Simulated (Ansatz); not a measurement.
**Ge under changes of volume**

One of the cells (19.607 Å³/atom); the others are scaled copies at fixed shape and fractional positions:

```
CELL_PARAMETERS angstrom
1.39715 -2.60052 0.00000
1.39715 2.60052 0.00000
0.00000 0.00000 2.69823
ATOMIC_POSITIONS crystal
Ge 0.50000 0.50000 0.00000
```

This isn't the form of Ge at room conditions, which is diamond.

| Property | Result |
| --- | --- |
| Program | Ansatz 0.2.0 |
| Functional | LDA |
| Potentials or basis | Ansatz PAW |
| Cutoff | 420 eV (not typed: the program's choice for these potentials) |
| k mesh | 11 × 11 × 10 |
| Occupations | fermi-dirac, width 0.05 eV |
| Spin | no spin polarisation |

| volume (Å³/atom) | energy over the lowest point (meV/atom) | pressure (GPa) |
| --- | --- | --- |
| 18.431 | 0.00 | -1.8 |
| 18.823 | 6.15 | -3.2 |
| 19.215 | 15.67 | -4.5 |
| 19.607 | 28.18 | -5.6 |
| 19.999 | 43.33 | -6.6 |
| 20.391 | 60.81 | -7.5 |
| 20.783 | ? | ? |

Problem. What does the run at 20.783 Å³/atom give?

Solution. Energy over the lowest point 80.36 meV/atom; pressure -8.3 GPa.

Worked out: A Birch-Murnaghan fit of order 3 (a polynomial in V^(-2/3)) to the other rows has its minimum at 18.01 Å³/atom, just outside them, with B0 = V·E''(V) = 82 GPa and B' = 4.6 at fixed shape and positions, which overstates the stiffness. It gives 80.35 meV/atom at 20.783 Å³/atom, against the run's 80.36, and -dE/dV = -8.4 GPa, against -8.3.

Energies are extrapolated to zero smearing.

Caveats: the PAW data sets come from PBE, with cores solved anew for the run's functional, which leaves a small shift of forces and pressure.
